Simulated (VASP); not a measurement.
# Settings for SrO: relaxation of the cell

SrO, Fm-3m (no. 225), 2 atoms in the cell. PBEsol; PAW potentials Sr_sv, O (PBE set). VASP 6.6.1. The cell is changed on purpose: volume scaled by 1.1.

Wanted: cell volume within 0.2 %; lattice lengths within 0.1 %; shortest distances from each atom, periodic images included within 0.005 Å.

What the run is for: cell; Accuracy asked: standard.

The series start from Plane-wave cutoff (eV): 600; k-point mesh: 6 × 6 × 6; Relaxation passes: 2; Ionic threshold (EDIFFG): -0.005; Electronic threshold (eV): 1e-6; Precision mode (PREC): Accurate; Relaxation algorithm: IBRION=2 POTIM=0.5. Each series keeps the choices made before it, and each single choice may use up half of a tolerance. Times cover all steps of a run.

## Plane-wave cutoff (eV)

| Plane-wave cutoff (eV) | Cell volume (Å³) | Lattice lengths, largest deviation against the largest value | Shortest distances from each atom, periodic images included, largest deviation (Å) | Time (s) |
|---|---|---|---|---|
| 400 | 32.88 | 0.98 % | 0.0250 | 51 |
| 460 | 33.65 | 0.21 % | 0.0053 | 78 |
| 520 | 33.83 | 0.03 % | 0.0008 | 60 |
| 600 | 33.78 | 0.071 % | 0.0018 | 66 |
| 700 | 33.78 | 0.071 % | 0.0018 | 79 |
| 840 (reference) | 33.86 | 0 % | 0.0000 | 105 |

Chosen: 840; the next looser run is off by more than half of the tolerance, so convergence isn't shown beyond this value.

## k-point mesh

| k-point mesh | Cell volume (Å³) | Lattice lengths, largest deviation against the largest value | Shortest distances from each atom, periodic images included, largest deviation (Å) | Time (s) |
|---|---|---|---|---|
| 3 × 3 × 3 | 33.92 | 0.066 % | 0.0017 | 61 |
| 4 × 4 × 4 | 33.87 | 0.015 % | 0.0004 | 64 |
| 5 × 5 × 5 | 33.86 | 0.0039 % | 0.0001 | 69 |
| 6 × 6 × 6 | 33.86 | 0.0011 % | 0.0000 | 105 |
| 7 × 7 × 7 | 33.86 | 0 % | 0.0000 | 101 |
| 9 × 9 × 9 (reference) | 33.86 | 0 % | 0.0000 | 157 |

Chosen: 4 × 4 × 4, the loosest value from which every tighter one stays within half of the tolerance.

## Relaxation passes

| Relaxation passes | Cell volume (Å³) | Lattice lengths, largest deviation against the largest value | Shortest distances from each atom, periodic images included, largest deviation (Å) | Time (s) |
|---|---|---|---|---|
| 1 | 33.87 | 0 % | 0.0000 | 52 |
| 2 | 33.87 | 0 % | 0.0000 | 64 |
| 3 (reference) | 33.87 | 0 % | 0.0000 | 81 |

Chosen: 1.

## Ionic threshold (EDIFFG)

| Ionic threshold (EDIFFG) | Cell volume (Å³) | Lattice lengths, largest deviation against the largest value | Shortest distances from each atom, periodic images included, largest deviation (Å) | Time (s) |
|---|---|---|---|---|
| -0.05 | 33.87 | 0.0083 % | 0.0002 | 41 |
| -0.02 | 33.87 | 0.0083 % | 0.0002 | 43 |
| -0.01 | 33.87 | 0.0083 % | 0.0002 | 52 |
| -0.005 | 33.87 | 0.0083 % | 0.0002 | 52 |
| -0.002 (reference) | 33.88 | 0 % | 0.0000 | 121 |

Chosen: -0.05.

## Electronic threshold (eV)

| Electronic threshold (eV) | Cell volume (Å³) | Lattice lengths, largest deviation against the largest value | Shortest distances from each atom, periodic images included, largest deviation (Å) | Time (s) |
|---|---|---|---|---|
| 0.0001 | 33.88 | 0.013 % | 0.0003 | 42 |
| 1e-5 | 33.87 | 0.0077 % | 0.0002 | 41 |
| 1e-6 | 33.87 | 0.008 % | 0.0002 | 41 |
| 1e-7 (reference) | 33.86 | 0 % | 0.0000 | 60 |

Chosen: 0.0001.

## Precision mode (PREC)

| Precision mode (PREC) | Cell volume (Å³) | Lattice lengths, largest deviation against the largest value | Shortest distances from each atom, periodic images included, largest deviation (Å) | Time (s) |
|---|---|---|---|---|
| Normal | 33.88 | 0.00028 % | 0.0000 | 31 |
| Accurate (reference) | 33.88 | 0 % | 0.0000 | 42 |

Chosen: Normal.

## Relaxation algorithm

| Relaxation algorithm | Cell volume (Å³) | Lattice lengths, largest deviation against the largest value | Shortest distances from each atom, periodic images included, largest deviation (Å) | Time (s) |
|---|---|---|---|---|
| IBRION=2 POTIM=0.5 | 33.88 | 0 % | 0.0000 | 31 |
| IBRION=2 POTIM=0.2 | 33.87 | 0.003 % | 0.0001 | 31 |
| IBRION=1 POTIM=0.5 | 33.98 | 0.1 % | 0.0026 | 22 |
| IBRION=1 POTIM=0.2 | 33.73 | 0.15 % | 0.0038 | 24 |

Chosen: IBRION=2 POTIM=0.5; no other choice that stays within half of the tolerance saves 30 % of the time.

## All choices together

| Input | Cell volume (Å³) | Lattice lengths, largest deviation against the largest value | Shortest distances from each atom, periodic images included, largest deviation (Å) | Time (s) |
|---|---|---|---|---|
| the program's defaults (naive) | 32.89 | 0.95 % | 0.0245 | 18 |
| chosen settings | 33.88 | 0.024 % | 0.0006 | 31 |
| reference settings throughout | 33.85 | 0 % | 0.0000 | 247 |

The chosen settings stay within the tolerance of the reference run, but the reference itself isn't shown to be converged in: Plane-wave cutoff (eV).

Values of the reference run: Lattice lengths: 3.631, 3.631, 3.631 Å; Shortest distances from each atom, periodic images included: 2.568, 2.568, 2.568, 2.568, 2.568, 2.568, 2.568, 2.568 Å.

## The input

INCAR.step1:
```
GGA = PS
ISMEAR = 0
SIGMA = 0.03
LWAVE = F
LCHARG = F
NSW = 80
PREC = Normal
LASPH = T
LREAL = F
ALGO = Normal
EDIFF = 1E-4
NELM = 120
GGA_COMPAT = F
IBRION = 2
ISIF = 3
EDIFFG = -0.05
NELMIN = 4
ENCUT = 840
EFERMI = MIDGAP
POTIM = 0.5
```

INCAR.step2, as INCAR.step1 but for:
```
- NSW = 80
- IBRION = 2
- ISIF = 3
- EDIFFG = -0.05
- NELMIN = 4
- POTIM = 0.5
+ ISIF = 2
```

KPOINTS:
```
Automatic mesh
0
Gamma
  4 4 4
  0 0 0
```

POSCAR.step1:
```
SrO
1.0
    0.0000000000      2.6491404603      2.6491404603
    2.6491404603      0.0000000000      2.6491404603
    2.6491404603      2.6491404603      0.0000000000
Sr O
1 1
Direct
    0.5000000000      0.5000000000      0.5000000000
    0.0000000000      0.0000000000      0.0000000000
```

Commands (each step's output is kept before the next begins):
```
cat potpaw_PBE.64/Sr_sv/POTCAR potpaw_PBE.64/O/POTCAR > POTCAR
cp INCAR.step1 INCAR
cp POSCAR.step1 POSCAR
mpirun -np 1 vasp_std > vasp.out
cp CONTCAR POSCAR
cp INCAR.step2 INCAR
mpirun -np 1 vasp_std > vasp.out
```

The chosen input took VASP 6.6.1 31 s on 1 core (Intel Xeon Platinum 8375C @ 2.90GHz (Ice Lake)), a shared host.

## An input that fails: cell relaxed at a low cutoff

It runs to its end, but against the unchanged starting input it is off by 18 % in the cell volume, 6.4 % in the lattice lengths, 0.1650 Å in the shortest distances from each atom, periodic images included.

Changes against the starting input:
```
(all steps)
- PREC = Accurate
- NELM = 120
- ENCUT = 600
+ PREC = Low
+ NELM = 56
+ ENCUT = 280
```
